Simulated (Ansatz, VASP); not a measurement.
**Ni: VASP beside Ansatz**

The input INCAR:

```
SYSTEM = Ni
  PREC = Accurate
  ENCUT = 600
  EDIFF = 1E-7
  ISMEAR = 0
  SIGMA = 0.1
  LREAL = .False.
  LASPH = .True.
  NELM = 150
  ALGO = Normal
  ISIF = 3
  LWAVE = .False.
  LCHARG = .False.
  ISPIN = 2
  MAGMOM = 0.8
  LORBIT = 11
  LMAXMIX = 4
  GGA = CA
  IBRION = 2
  NSW = 100
  EDIFFG = -0.05
```

KPOINTS

```
Automatic mesh
0
Gamma
  10 10 10
  0 0 0
```

Contents of POSCAR:

```
Ni
1.0
    0.0000000000      1.7375729300      1.7375729300
    1.7375729300      0.0000000000      1.7375729300
    1.7375729300      1.7375729300      0.0000000000
Ni
1
Direct
    0.0000000000      0.0000000000      0.0000000000
```

Input for Ansatz:

```yaml
crystal:
  lattice:
    - [0.0, 1.73757293, 1.73757293]
    - [1.73757293, 0.0, 1.73757293]
    - [1.73757293, 1.73757293, 0.0]
  atoms:
    - { symbol: Ni, position: [0.0, 0.0, 0.0], spin: 0.8 }
basis:
  ecutwfc: 420
kpoints:
  mp_grid: { grid: [10, 10, 10] }
hamiltonian:
  xc: lda
scf:
  occupations: { method: gaussian, width: 0.1 }
output:
  forces: true
  stress: true
  eigenvalues: true
  populations: true
magnetization:
  spin_polarized: true
relax:
  adjacent_minimum: "off"
  f_tol: 0.05
  max_steps: 80
  cell: { stress_tol: 0.5 }
```

Alike in both runs: task relaxation of cell and atoms; functional LDA; k mesh 10 × 10 × 10; occupations gaussian, width 0.1 eV; collinear spin.

```csv
,VASP,Ansatz
version,VASP 6.6.1,Ansatz 0.2.0
potentials or method,"VASP PAW LDA potentials, release 64 (Ni)","scalar-relativistic, plane waves, PAW"
plane-wave cutoff (eV),600,420
valence electrons in the cell,10,18
```

Ansatz gave:

* gap on the k mesh at the Fermi level, each at its own relaxed structure (eV): none
* net moment per atom (μB): 0.68
* size of the moment on the site where the two differ most (μB): 0.71
* relaxed volume (Å³/atom): 10.04
* relaxed cell length with the largest relative difference (Å): 2.422
* energy change over the relaxation (meV/atom): -14

Problem. Estimate VASP's values.

Solution. gap on the k mesh at the Fermi level, each at its own relaxed structure (eV): none; net moment per atom (μB): 0.65; size of the moment on the site where the two differ most (μB): 0.65; relaxed volume (Å³/atom): 10.05; relaxed cell length with the largest relative difference (Å): 2.422; energy change over the relaxation (meV/atom): -14.

Site moments also hang on the region over which each program counts them. A gap of «none» marks a metal or a gap that the smearing closes. The two sets of potentials don't hold the same shells in valence.
